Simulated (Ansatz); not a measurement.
# Cu(111) / 3 layers Zn(0001) / Cu(111): resistance against film thickness

How does the resistance across the layers grow with the film in Cu(111) / 3 layers Zn(0001) / Cu(111)?

Calculated with Ansatz 0.2.0; Ansatz plane-wave DFT, PBE, PAW files; ballistic transport by layer matching (Landauer), zero bias.

This is a report of a sequence of runs, with most program output left out.

### Step 1. Starting point

The cell holds 11 atoms: 8 Cu and 3 Zn. Cell: a = 2.556 Å, b = 2.556 Å, c = 24.761 Å, α = 90.0°, β = 90.0°, γ = 120.0°. It derives from Cu and Zn. Regions: lead, 8 atoms (8 Cu); films, 3 atoms (3 Zn). The structure is stacked along c, and the current runs across the ab planes.

### Step 2. With 3 layers

The film is laid into the lead at the lead's in-plane lattice, and the cell closes on the lead's own image. The mesh across the current, 32×32, is finer than the density's, because channels open and close sharply across the zone. Energies from -1 to 1 eV in steps of 0.036 eV cover the slope of the Fermi function at 300 K, so the program can form a conductance.

The input, input.yaml:

```yaml
crystal:
  lattice:
    - [2.5561627297, 0.0, 0.0]
    - [-1.2780813649, 2.2137018601, 0.0]
    - [0.0, 0.0, 24.7609438924]
  atoms:
    - { symbol: Cu, position: [0.0, 0.0, 0.042144963] }
    - { symbol: Cu, position: [0.3333333333, 0.6666666667, 0.126434889] }
    - { symbol: Cu, position: [0.6666666667, 0.3333333333, 0.2107248151] }
    - { symbol: Cu, position: [0.0, 0.0, 0.2950147411] }
    - { symbol: Zn, position: [0.3333333333, 0.6666666667, 0.3914398027] }
    - { symbol: Zn, position: [0.6666666667, 0.3333333333, 0.5] }
    - { symbol: Zn, position: [0.3333333333, 0.6666666667, 0.6085601973] }
    - { symbol: Cu, position: [0.6666666667, 0.3333333333, 0.7049852589] }
    - { symbol: Cu, position: [0.0, 0.0, 0.7892751849] }
    - { symbol: Cu, position: [0.3333333333, 0.6666666667, 0.873565111] }
    - { symbol: Cu, position: [0.6666666667, 0.3333333333, 0.957855037] }
kpoints:
  mp_grid: { grid: [17, 17, 1] }
hamiltonian:
  xc: pbe
scf:
  occupations: { method: fermi_dirac, width: 0.1 }
output:
  transmission: { leads: [[0, 1]], kmesh: [32, 32], e_range: [-1.0, 1.0], de: 0.036 }
  write_potential: true
  write_density: true
  volumetric_format: npy
  elf: true
```

The run is started by

```console
$ ansatz run input.yaml --threads 4 --pin off --max-ram 8192MiB --backend cpu --events-out ev --progress --plain --runs-dir out
```

The job ended after 82 s (4 threads of Arm Neoverse V2, shared host; peak memory 0.81 GiB).

This step gave:

- free energy: -62958.3837 eV
- energy at zero smearing: -62958.3229 eV
- Fermi energy: 14.87 eV
- cell area: 5.659 Å²
- step of the lead's potential: 5.5 meV
- ballistic conductance of the lead: 1.08e15 S/m²
- estimated errors of the lead's conductance: 0, 2.9, 0.1 % (band edges, k-mesh, distance from neutral)
- lead conductance per cell: 0.7894 G₀
- conductance of the junction: 6.21e14 S/m²
- junction conductance per cell: 0.4533 G₀
- estimated errors of the junction's conductance: 0, 0, 2.4, 0.3, 0.1 % (energy step, band edges, k-mesh, leads' steps, distance from neutral)
- area resistance that the stack adds (contact term taken off, spin by spin): 0.6859 fΩ m²

Per spin. The transmission, zone mean by energy, zero at the Fermi level:

| energy (eV) | transmission, zone mean |
| --- | --- |
| -1.000 | 0.426 |
| -0.928 | 0.429 |
| -0.856 | 0.430 |
| -0.784 | 0.430 |
| -0.712 | 0.432 |
| -0.676 | 0.433 |
| -0.604 | 0.433 |
| -0.532 | 0.436 |
| -0.460 | 0.438 |
| -0.388 | 0.440 |
| -0.316 | 0.444 |
| -0.244 | 0.446 |
| -0.172 | 0.447 |
| -0.100 | 0.451 |
| -0.028 | 0.452 |
| 0.008 | 0.454 |
| 0.080 | 0.457 |
| 0.152 | 0.459 |
| 0.224 | 0.461 |
| 0.296 | 0.462 |
| 0.368 | 0.465 |
| 0.440 | 0.463 |
| 0.512 | 0.465 |
| 0.584 | 0.476 |
| 0.656 | 0.468 |
| 0.692 | 0.469 |
| 0.728 | 0.472 |
| 0.764 | 0.464 |
| 0.836 | 0.468 |
| 0.908 | 0.472 |
| 0.944 | 0.473 |
| 0.980 | 0.470 |

Per spin. Table of open channels, zone mean, lead by energy, zero at the Fermi level:

energy (eV), open channels, zone mean, lead and a bar from the least value:
```
   -1.000      0.647 
   -0.892      0.671 ####
   -0.820      0.677 ####
   -0.712      0.724 ###########
   -0.640      0.724 ###########
   -0.532      0.735 #############
   -0.424      0.741 ##############
   -0.352      0.765 ##################
   -0.244      0.794 ######################
   -0.136      0.782 ####################
   -0.064      0.782 ####################
    0.008      0.788 #####################
    0.044      0.788 #####################
    0.116      0.812 #########################
    0.224      0.835 ############################
    0.332      0.823 ##########################
    0.404      0.823 ##########################
    0.512      0.817 ##########################
    0.620      0.829 ###########################
    0.692      0.829 ###########################
    0.800      0.847 ##############################
    0.872      0.847 ##############################
    0.980      0.841 #############################
```

Transmission over k1 and k2. At 0.0080 eV from the Fermi level.

Ten even steps from '0' (0.000) to '9' (1.000), each cell a mean:
```
10023333444333211122000000000013
11233444444444332111000000000001
23334455566665544333200000000000
23344566778877765544331000000000
23445678899999988765443200000000
23455689999999999987654431000000
23456789999999999999876543200000
23445789999988888999997654331000
13345689999871112789999865432111
11344679999870000048999986543202
20234568999980000002899997644311
12023456899998200000789998754330
12113345789999840000789999865432
20001344568999998777899999875443
20000134456799999999999999876543
20000002345578999999999999875543
20000000134456788999999998765443
20000000002344556778888877655443
20000000000133344556666665544433
10000000000001223344455554443322
12000000000002201123344444333210
22101111111111112111233333332101
```
Columns: k1 (b1) from -0.5 to 0.469; rows upwards: k2 (b2) from -0.5 to 0.469.

Open channels over k1 and k2. At 0.0080 eV from the Fermi level.

Ten even steps from '_' (0.00) to '@' (1.00), each cell a mean:
```
@@@@@@@@@@@@@@@@@@@@@@@@@@@@@@@@@@@@@@@@**________________****@@
@@@@@@@@@@@@@@@@@@@@@@@@@@@@@@@@@@@@@@@@**____________________@@
@@@@@@@@@@@@@@@@@@@@@@@@@@@@@@@@@@@@@@@@@@::____________________
@@@@@@@@@@@@@@@@@@@@@@@@@@@@@@@@@@@@@@@@@@@@++__________________
@@@@@@@@@@@@@@@@@@@@@@@@@@@@@@@@@@@@@@@@@@@@@@%%..______________
@@@@@@@@@@@@@@@@@@@@@@@@@@@@@@@@@@@@@@@@@@@@@@@@@@==____________
@@@@@@@@@@@@@@@@@@@@@@@@@@@@@@@@@@@@@@@@@@@@@@@@@@@@%%..________
@@@@@@@@@@@@@@@@@@@@@@@@@@@@@@@@@@@@@@@@@@@@@@@@@@@@@@@@====__==
@@@@@@@@@@@@@@@@@@@@@@@@@@::::::::@@@@@@@@@@@@@@@@@@@@@@@@@@##@@
@@@@@@@@@@@@@@@@@@@@@@@@@@__________**@@@@@@@@@@@@@@@@@@@@@@@@@@
@@@@@@@@@@@@@@@@@@@@@@@@@@____________--@@@@@@@@@@@@@@@@@@@@@@@@
@@@@@@@@@@@@@@@@@@@@@@@@@@@@--__________@@@@@@@@@@@@@@@@@@@@@@@@
@@@@@@@@@@@@@@@@@@@@@@@@@@@@@@**________@@@@@@@@@@@@@@@@@@@@@@@@
@@##__####@@@@@@@@@@@@@@@@@@@@@@@@@@@@@@@@@@@@@@@@@@@@@@@@@@@@@@
@@________==@@@@@@@@@@@@@@@@@@@@@@@@@@@@@@@@@@@@@@@@@@@@@@@@@@@@
@@__________..%%@@@@@@@@@@@@@@@@@@@@@@@@@@@@@@@@@@@@@@@@@@@@@@@@
@@______________==@@@@@@@@@@@@@@@@@@@@@@@@@@@@@@@@@@@@@@@@@@@@@@
@@________________..%%@@@@@@@@@@@@@@@@@@@@@@@@@@@@@@@@@@@@@@@@@@
@@____________________++@@@@@@@@@@@@@@@@@@@@@@@@@@@@@@@@@@@@@@@@
@@##____________________@@@@@@@@@@@@@@@@@@@@@@@@@@@@@@@@@@@@@@@@
@@@@----________________--@@@@@@@@@@@@@@@@@@@@@@@@@@@@@@@@@@@@@@
@@@@@@@@****************@@@@@@@@@@@@@@@@@@@@@@@@@@@@@@@@@@@@@@@@
```
Columns: k1 (b1) from -0.5 to 0.469; rows upwards: k2 (b2) from -0.5 to 0.469.

ELF in the ca plane at fractional y = 0.333, with atoms of Cu and Zn within 0.2 Å of it. It is the smooth field of the valence electrons, not physical close to the nuclei.

Ten even steps from '0' (0.00) to '9' (0.85), each cell a mean:
```
22222222222223222222222222233222111222332232
32222222232247522322222334443221000222444432
33322223332269622333322344443221000122444442
22222222222246422322222333333221001222333332
22222222222222222222222222222222112222222222
12222222212222222122222222222223333222222222
12222222212222222122222222222223333322222222
22222212212222222222222222222222222222222222
```
Columns run along c (16.0 Å, from fractional 0.02 to 0.67 of the cell), rows up along a (2.6 Å). Atoms in or near the plane, at fractional coordinates: Cu at (0.21, 0.67), Zn at (0.50, 0.67).

Valence density in the ca plane at fractional y = 0.333, with atoms of Cu and Zn within 0.2 Å of it. It is the smooth field of the valence electrons, not physical close to the nuclei.

Ten steps, logarithmic in the rise over the least value, from '0' (0 e/Å³) to '9' (50 e/Å³), each cell a mean:
```
00000000000135410000000000000001332000000000
00000000000268730000000000000002674100000000
00000000000379830000000000000003795100000000
00000000000267620000000000000002564100000000
01100001100124310001000001100001221000001000
12210012210001000012100011100000000000011100
12210012210000000122100012100000000000012100
12210012100011100012100001100000110000011100
```
Columns run along c (16.0 Å, from fractional 0.02 to 0.67 of the cell), rows up along a (2.6 Å). Atoms in or near the plane, at fractional coordinates: Cu at (0.21, 0.67), Zn at (0.50, 0.67).

Electrostatic potential energy in the ca plane at fractional y = 0.333, with atoms of Cu and Zn within 0.2 Å of it. With pseudopotentials it is smooth inside the atoms' cores, unlike the true potential.

Ten even steps from '0' (-30 eV) to '9' (17 eV), each cell a mean:
```
98899998899731379988999998899996324799988899
99999999999500049999999999999984002699999999
99999999999400038999999999999973001599999999
99999999999500059999999999999984102699999999
98899987899843489988899987789997435899987799
85579975689988899865799975579999888999865689
74479964589999999854699964579999989999864589
86689976689987899865799975689999778999975689
```
Columns run along c (16.0 Å, from fractional 0.02 to 0.67 of the cell; values clipped at the 3rd and 97th percentile), rows up along a (2.6 Å). Atoms in or near the plane, at fractional coordinates: Cu at (0.21, 0.67), Zn at (0.50, 0.67).

The lead's potential steps by 5.5 meV from period to period, small in itself. The program estimates the junction's conductance to 2.4 % from the k-mesh, 0.1 % from the leads' distance from neutral and 0.3 % from their steps.

By hand: 1/G − 1/G_lead = 1/0.6207 − 1/1.081 = 0.686 fΩ m² with G in 10¹⁵ S/m².

### Step 3. With 5 layers, film layers 5

The stack now holds 5 film layers; the k-mesh follows the cell, and the energies span -0.27 to 0.27 eV.

System of this step: Cu(111) / 5 layers Zn(0001) / Cu(111). The cell holds 13 atoms: 8 Cu and 5 Zn. Cell: a = 2.556 Å, b = 2.556 Å, c = 30.137 Å, α = 90.0°, β = 90.0°, γ = 120.0°. It derives from Cu and Zn. Regions: lead, 8 atoms (8 Cu); films, 5 atoms (5 Zn). The structure is stacked along c, and the current runs across the ab planes.

The input, input.yaml:

```yaml
crystal:
  lattice:
    - [2.5561627297, 0.0, 0.0]
    - [-1.2780813649, 2.2137018601, 0.0]
    - [0.0, 0.0, 30.1370497987]
  atoms:
    - { symbol: Cu, position: [0.0, 0.0, 0.0346267824] }
    - { symbol: Cu, position: [0.3333333333, 0.6666666667, 0.1038803471] }
    - { symbol: Cu, position: [0.6666666667, 0.3333333333, 0.1731339118] }
    - { symbol: Cu, position: [0.0, 0.0, 0.2423874766] }
    - { symbol: Zn, position: [0.3333333333, 0.6666666667, 0.3216114071] }
    - { symbol: Zn, position: [0.6666666667, 0.3333333333, 0.4108057036] }
    - { symbol: Zn, position: [0.3333333333, 0.6666666667, 0.5] }
    - { symbol: Zn, position: [0.6666666667, 0.3333333333, 0.5891942964] }
    - { symbol: Zn, position: [0.3333333333, 0.6666666667, 0.6783885929] }
    - { symbol: Cu, position: [0.6666666667, 0.3333333333, 0.7576125234] }
    - { symbol: Cu, position: [0.0, 0.0, 0.8268660882] }
    - { symbol: Cu, position: [0.3333333333, 0.6666666667, 0.8961196529] }
    - { symbol: Cu, position: [0.6666666667, 0.3333333333, 0.9653732176] }
kpoints:
  mp_grid: { grid: [17, 17, 1] }
hamiltonian:
  xc: pbe
scf:
  occupations: { method: fermi_dirac, width: 0.1 }
output:
  transmission:
    leads: [[0, 1]]
    kmesh: [32, 32]
    e_range: [-0.27, 0.27]
    de: 0.036
  write_potential: true
  write_density: true
  volumetric_format: npy
```

The job ended after 53 s (4 threads; peak memory 1.1 GiB).

Numbers from this step:

* free energy: -69596.4380 eV
* energy at zero smearing: -69596.3759 eV
* Fermi energy: 14.18 eV
* step of the lead's potential: 7.8 meV
* lead conductance per cell: 0.7893 G₀
* conductance of the junction: 4.39e14 S/m²
* junction conductance per cell: 0.3203 G₀
* estimated errors of the junction's conductance: 0, 0, 2.5, 0.9, 0 % (energy step, band edges, k-mesh, leads' steps, distance from neutral)
* area resistance that the stack adds (contact term taken off, spin by spin): 1.355 fΩ m²

Per spin. Table of transmission, zone mean by energy, zero at the Fermi level:

| energy (eV) | transmission, zone mean |
| --- | --- |
| -0.270 | 0.327 |
| -0.234 | 0.326 |
| -0.198 | 0.324 |
| -0.162 | 0.323 |
| -0.126 | 0.322 |
| -0.090 | 0.321 |
| -0.054 | 0.321 |
| -0.018 | 0.320 |
| 0.018 | 0.320 |
| 0.054 | 0.320 |
| 0.090 | 0.320 |
| 0.126 | 0.331 |
| 0.162 | 0.353 |
| 0.198 | 0.351 |
| 0.234 | 0.349 |
| 0.270 | 0.346 |

The conductance of the junction is 4.4e14 S/m², 29 % under the 6.2e14 S/m² of the last finished run.

### Step 4. With 6 layers, film layers 6

The stack now holds 6 film layers; the k-mesh follows the cell, and the energies span -0.27 to 0.27 eV.

System of this step: Cu(111) / 6 layers Zn(0001) / Cu(111). The cell holds 14 atoms: 8 Cu and 6 Zn. Cell: a = 2.556 Å, b = 2.556 Å, c = 32.858 Å, α = 92.2°, β = 87.8°, γ = 120.0°. It derives from Cu and Zn. Regions: lead, 8 atoms (8 Cu); films, 6 atoms (6 Zn). The structure is stacked along c, and the current runs across the ab planes.

The input, input.yaml:

```yaml
crystal:
  lattice:
    - [2.5561627297, 0.0, 0.0]
    - [-1.2780813649, 2.2137018601, 0.0]
    - [1.2780813649, -0.73790062, 32.8251027518]
  atoms:
    - { symbol: Cu, position: [0.9894029368, 0.0105970632, 0.0317911896] }
    - { symbol: Cu, position: [0.3015421438, 0.6984578562, 0.0953735687] }
    - { symbol: Cu, position: [0.6136813507, 0.3863186493, 0.1589559479] }
    - { symbol: Cu, position: [0.9258205576, 0.0741794424, 0.2225383271] }
    - { symbol: Zn, position: [0.2349084676, 0.7650915324, 0.2952745972] }
    - { symbol: Zn, position: [0.5409450806, 0.4590549194, 0.3771647583] }
    - { symbol: Zn, position: [0.1803150269, 0.8196849731, 0.4590549194] }
    - { symbol: Zn, position: [0.4863516398, 0.5136483602, 0.5409450806] }
    - { symbol: Zn, position: [0.1257215861, 0.8742784139, 0.6228352417] }
    - { symbol: Zn, position: [0.4317581991, 0.5682418009, 0.7047254028] }
    - { symbol: Cu, position: [0.740846109, 0.259153891, 0.7774616729] }
    - { symbol: Cu, position: [0.052985316, 0.947014684, 0.8410440521] }
    - { symbol: Cu, position: [0.3651245229, 0.6348754771, 0.9046264313] }
    - { symbol: Cu, position: [0.6772637299, 0.3227362701, 0.9682088104] }
kpoints:
  mp_grid: { grid: [17, 17, 1] }
hamiltonian:
  xc: pbe
scf:
  occupations: { method: fermi_dirac, width: 0.1 }
output:
  transmission:
    leads: [[0, 1]]
    kmesh: [32, 32]
    e_range: [-0.27, 0.27]
    de: 0.036
  write_potential: true
  write_density: true
  volumetric_format: npy
```

Wall time 1.8 min (4 threads); peak memory 1.7 GiB; 7 min of CPU time.

This step gave:

* free energy: -72915.4563 eV
* energy at zero smearing: -72915.3958 eV
* Fermi energy: 13.91 eV
* step of the lead's potential: 10.9 meV
* conductance of the junction: 4.31e14 S/m²
* junction conductance per cell: 0.3148 G₀
* estimated errors of the junction's conductance: 0, 0, 4.3, 1.4, 0.1 % (energy step, band edges, k-mesh, leads' steps, distance from neutral)
* area resistance that the stack adds (contact term taken off, spin by spin): 1.395 fΩ m²

Per spin. Table of transmission, zone mean by energy, zero at the Fermi level:

| energy (eV) | transmission, zone mean |
| --- | --- |
| -0.270 | 0.338 |
| -0.234 | 0.335 |
| -0.198 | 0.330 |
| -0.162 | 0.325 |
| -0.126 | 0.321 |
| -0.090 | 0.318 |
| -0.054 | 0.316 |
| -0.018 | 0.314 |
| 0.018 | 0.314 |
| 0.054 | 0.314 |
| 0.090 | 0.316 |
| 0.126 | 0.317 |
| 0.162 | 0.322 |
| 0.198 | 0.327 |
| 0.234 | 0.333 |
| 0.270 | 0.339 |

The conductance of the junction is 4.3e14 S/m², 1.7 % under the 4.4e14 S/m² of the last finished run, within the error estimates, leads' steps apart, of 2.5 and 4.3 %.

### Step 5. With 8 layers, film layers 8

The stack now holds 8 film layers; the k-mesh follows the cell, and the energies span -0.27 to 0.27 eV.

System of this step: Cu(111) / 8 layers Zn(0001) / Cu(111). The cell holds 16 atoms: 8 Cu and 8 Zn. Its edges and angles: a = 2.556 Å, b = 2.556 Å, c = 38.230 Å, α = 91.9°, β = 88.1°, γ = 120.0°. It derives from Cu and Zn. Regions: lead, 8 atoms (8 Cu); films, 8 atoms (8 Zn). The structure is stacked along c, and the current runs across the ab planes.

The input, input.yaml:

```yaml
crystal:
  lattice:
    - [2.5561627297, 0.0, 0.0]
    - [-1.2780813649, 2.2137018601, 0.0]
    - [1.2780813649, -0.73790062, 38.2012086581]
  atoms:
    - { symbol: Cu, position: [0.9908942753, 0.0091057247, 0.027317174] }
    - { symbol: Cu, position: [0.3060161593, 0.6939838407, 0.081951522] }
    - { symbol: Cu, position: [0.6211380433, 0.3788619567, 0.1365858701] }
    - { symbol: Cu, position: [0.9362599273, 0.0637400727, 0.1912202181] }
    - { symbol: Zn, position: [0.2487599273, 0.7512400727, 0.2537202181] }
    - { symbol: Zn, position: [0.5586380433, 0.4413619567, 0.3240858701] }
    - { symbol: Zn, position: [0.2018494927, 0.7981505073, 0.394451522] }
    - { symbol: Zn, position: [0.5117276087, 0.4882723913, 0.464817174] }
    - { symbol: Zn, position: [0.154939058, 0.845060942, 0.535182826] }
    - { symbol: Zn, position: [0.464817174, 0.535182826, 0.605548478] }
    - { symbol: Zn, position: [0.1080286234, 0.8919713766, 0.6759141299] }
    - { symbol: Zn, position: [0.4179067394, 0.5820932606, 0.7462797819] }
    - { symbol: Cu, position: [0.7304067394, 0.2695932606, 0.8087797819] }
    - { symbol: Cu, position: [0.0455286234, 0.9544713766, 0.8634141299] }
    - { symbol: Cu, position: [0.3606505073, 0.6393494927, 0.918048478] }
    - { symbol: Cu, position: [0.6757723913, 0.3242276087, 0.972682826] }
kpoints:
  mp_grid: { grid: [17, 17, 1] }
hamiltonian:
  xc: pbe
scf:
  occupations: { method: fermi_dirac, width: 0.1 }
output:
  transmission:
    leads: [[0, 1]]
    kmesh: [32, 32]
    e_range: [-0.27, 0.27]
    de: 0.036
  write_potential: true
  write_density: true
  volumetric_format: npy
```

Elapsed: 2.1 min, on 4 threads; peak memory 2.1 GiB; 7.9 min of CPU time.

Numbers from this step:

* free energy: -79553.4947 eV
* energy at zero smearing: -79553.4268 eV
* Fermi energy: 13.49 eV
* step of the lead's potential: 9.7 meV
* conductance of the junction: 4.43e14 S/m²
* junction conductance per cell: 0.3236 G₀
* estimated errors of the junction's conductance: 0, 0, 8.9, 2.2, 0 % (energy step, band edges, k-mesh, leads' steps, distance from neutral)
* area resistance that the stack adds (contact term taken off, spin by spin): 1.332 fΩ m²

Per spin. Table of transmission, zone mean by energy, zero at the Fermi level:

| energy (eV) | transmission, zone mean |
| --- | --- |
| -0.270 | 0.293 |
| -0.234 | 0.295 |
| -0.198 | 0.298 |
| -0.162 | 0.304 |
| -0.126 | 0.312 |
| -0.090 | 0.319 |
| -0.054 | 0.323 |
| -0.018 | 0.325 |
| 0.018 | 0.325 |
| 0.054 | 0.321 |
| 0.090 | 0.321 |
| 0.126 | 0.313 |
| 0.162 | 0.307 |
| 0.198 | 0.304 |
| 0.234 | 0.303 |
| 0.270 | 0.303 |

The conductance of the junction is 4.4e14 S/m², 2.8 % over the 4.3e14 S/m² of the last finished run, within the error estimates, leads' steps apart, of 4.3 and 8.9 %.

(Part 1 of 2 ends here.)

[Logs are printed without paths, hosts, clocks, repeated set-up lines and the standing remarks that a program may print on its own settings, such as how far it seeks lower states.]

[Hosts, paths, dates, database ids (printed as entryN), source tags and the programs' standing remarks are cut or masked in the printed files.]
